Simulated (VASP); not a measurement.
**Mo: relaxation of the atoms with LDA**

The system is Mo.

```
CELL_PARAMETERS angstrom
-1.58815 1.58815 1.58815
1.58815 -1.58815 1.58815
1.58815 1.58815 -1.58815
ATOMIC_POSITIONS crystal
Mo 0.00000 0.00000 0.00000
```

The cell isn't the ideal one: a relaxed cell with its volume scaled by 1.06.

```
Program                : VASP 6.6.1
Task                   : relaxation of the atoms
Functional             : LDA
Potentials or basis    : VASP PAW LDA potentials, release 64 (Mo_sv)
Cutoff                 : 600 eV
k mesh                 : 16 × 16 × 16
Occupations            : methfessel-paxton, width 0.1 eV
Spin                   : no spin polarisation
Further INCAR settings : ALGO = Normal; EDIFF = 1e-07; IBRION = 2; EDIFFG = -0.01; NSW = 40
```

```
Pressure after relaxing : -15.1 GPa
Band gap on the k mesh  : none (metal or under the smearing width)
```

Final structure:
```yaml
crystal:
  lattice:
    - [-1.58815, 1.58815, 1.58815]
    - [1.58815, -1.58815, 1.58815]
    - [1.58815, 1.58815, -1.58815]
  atoms:
    - { symbol: Mo, position: [0.00000, 0.00000, 0.00000] }
```

Levels at points of the mesh, in eV from the Fermi level:
```
           k point  band 3  band 4  band 5  band 6  band 7  band 8  band 9  band 10  band 11
(0.00, 0.00, 0.00)  -34.42  -34.42   -7.15   -1.32   -1.32   -1.32    1.58     1.58    14.79
(0.50, 0.00, 0.00)  -34.84  -34.43   -5.19   -3.30    1.59    1.61    2.21     4.61    11.25
(0.50, 0.50, 0.50)  -35.33  -35.33   -5.28   -5.28    3.87    3.87    3.87     8.86     8.86
```

It took 19 s on 1 thread of AMD EPYC 7R13 Processor (Zen 3) (shared host), peak memory 0.12 GiB.

Caveat: the relaxation stopped at its first step, so nothing moved.
